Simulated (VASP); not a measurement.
The system is ZnO (zincite).

```
CELL_PARAMETERS angstrom
3.24931 0.00000 0.00000
-1.62465 2.81398 0.00000
0.00000 0.00000 5.20571
ATOMIC_POSITIONS crystal
Zn 0.33333 0.66667 0.50000
Zn 0.66667 0.33333 0.00000
O 0.66667 0.33333 0.37901
O 0.33333 0.66667 0.87901
```

| Property | Result |
| --- | --- |
| Program | VASP 6.6.1 |
| Task | relaxation of cell and atoms |
| Functional | PBE |
| Potentials or basis | VASP PAW PBE potentials, release 64 (Zn, O) |
| Cutoff | 600 eV |
| k mesh | 9 × 9 × 5 |
| Occupations | gaussian, width 0.03 eV |
| Spin | no spin polarisation |

At the start: pressure 5.8 GPa; volume 11.90 Å³/atom.

Task: How do energy, volume and symmetry change on relaxing?

Result: Over 14 steps the energy falls by 8.9 meV/atom and the volume is 12.39 Å³/atom (+4.1 %); space group P6_3mc (No. 186, to 0.05 Å).

Step by step:
| step | energy change (eV) | largest force (eV/Å) | pressure (GPa) | volume (Å³) |
| --- | --- | --- | --- | --- |
| 1 | 0.0000 | 0.0741 | 5.83 | 47.60 |
| 2 | -0.0270 | 0.0268 | -2.61 | 50.64 |
| 3 | -0.0357 | 0.0011 | -0.01 | 49.59 |
| 4 | -0.0357 | 0.0022 | -0.06 | 49.63 |
| 5 | -0.0357 | 0.0108 | -0.01 | 49.62 |
| 6 | -0.0357 | 0.0152 | -0.10 | 49.62 |
| 7 | -0.0358 | 0.0116 | -0.01 | 49.57 |
| 8 | -0.0357 | 0.0100 | 0.08 | 49.54 |
| 9 | -0.0357 | 0.0103 | 0.14 | 49.54 |
| 10 | -0.0358 | 0.0109 | 0.11 | 49.56 |
| 11 | -0.0358 | 0.0125 | 0.00 | 49.56 |
| 12 | -0.0358 | 0.0103 | 0.12 | 49.56 |
| 13 | -0.0358 | 0.0121 | 0.06 | 49.56 |
| 14 | -0.0358 | 0.0025 | 0.06 | 49.57 |

Final structure:
```
CELL_PARAMETERS angstrom
3.28636 0.00000 0.00000
-1.64318 2.84607 0.00000
0.00000 0.00000 5.29982
ATOMIC_POSITIONS crystal
Zn 0.33333 0.66667 0.49982
Zn 0.66667 0.33333 0.99982
O 0.66667 0.33333 0.37919
O 0.33333 0.66667 0.87919
```
